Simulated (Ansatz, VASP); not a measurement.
**Be in VASP and in Ansatz**

```
Be
1.0
     3.56899    0.00000    0.00000
    -1.78449    3.09083    0.00000
     0.00000    0.00000    2.18665
Be
3
Direct
  0.00000 0.00000 0.00000
  0.33333 0.66667 0.50000
  0.66667 0.33333 0.50000
```

Alike in both runs: functional PBE; k mesh 6 × 6 × 8; occupations gaussian, width 0.1 eV; no spin polarisation.

Ansatz relaxed the structure, and its values are those at the end. VASP's run is a single point on that final structure, the one shown.

|  | VASP | Ansatz |
| --- | --- | --- |
| version | VASP 6.6.1 | Ansatz 0.2.0 |
| potentials or method | VASP PAW PBE potentials, release 64 (Be) | scalar-relativistic, plane waves, PAW |
| plane-wave cutoff (eV) | 520 | 420 |
| valence electrons in the cell | 6 | 6 |

Ansatz gave:

| Property | Result |
| --- | --- |
| gap on the k mesh at the Fermi level (eV) | none |
| pressure (GPa) | -0.1 |

Which values does VASP return?

gap on the k mesh at the Fermi level (eV): none; pressure (GPa): 0.0.

A gap of «none» marks a metal or a gap that the smearing closes.
